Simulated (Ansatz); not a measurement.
Relaxed bulk WC, space group P-6m2 (No. 187):

```
W C
1.0
     2.92177    0.00000    0.00000
    -1.46089    2.53033    0.00000
     0.00000    0.00000    2.84708
W C
1 1
Direct
  0.00000 0.00000 0.00000
  0.66667 0.33333 0.50000
```

Computed with DFT PBE, scalar-relativistic, plane waves, PAW (Ansatz). Cutoff 420 eV, k spacing 0.19 to 0.25 Å⁻¹, dipole correction; no spin polarisation.

Slabs with different planes and terminations (top/bottom plane) are cut from it in 1×1 cells and relaxed. Each holds whole formula units counted by W and an excess Δn of C (negative: a deficit); ΔE is its energy over those formula units in the bulk and the excess in the standard state of C. The formation energy of WC is -0.292 eV a formula unit (uncorrected), so Δμ(C) runs from -0.292 eV to 0 if no other compound intervenes.

```csv
slab,A (Å²),Δn(C),ΔE (eV)
"(001) W/W, W4C3",7.39,-1.00,3.395
"(100) C/W, W5C5",8.32,0,7.262
"(101) C/W, W6C6",11.13,0,5.280
"(100) W/C, W5C5",8.32,0,3.776
"(001) C/C, W4C5",7.39,+1.00,5.319
"(001) W/C, W4C4",7.39,0,4.335
```

Q: Work out each slab's surface energy at the C-rich and C-poor ends.

A: γ = [ΔE − Δn·Δμ(C)]/(2A) × 16.02 J/m² per eV/Å², the mean of both faces:

```csv
slab,C-rich (J/m²),C-poor (J/m²)
"(001) W/W, W4C3",3.68,3.36
"(100) C/W, W5C5",6.99,6.99
"(101) C/W, W6C6",3.80,3.80
"(100) W/C, W5C5",3.64,3.64
"(001) C/C, W4C5",5.77,6.08
"(001) W/C, W4C4",4.70,4.70
```

Q: Does the lowest surface change with the conditions?

A: Yes: among these slabs (100) W/C, W5C5 is lowest at the C-rich end and (001) W/W, W4C3 at the C-poor end. Their lines cross where (ΔE − Δn·Δμ)/A is equal, at Δμ(C) = -0.04 eV, with γ = 3.64 J/m².

Only the planes named were cut, so another facet can lie lower still. Reconstructions in larger cells weren't sought.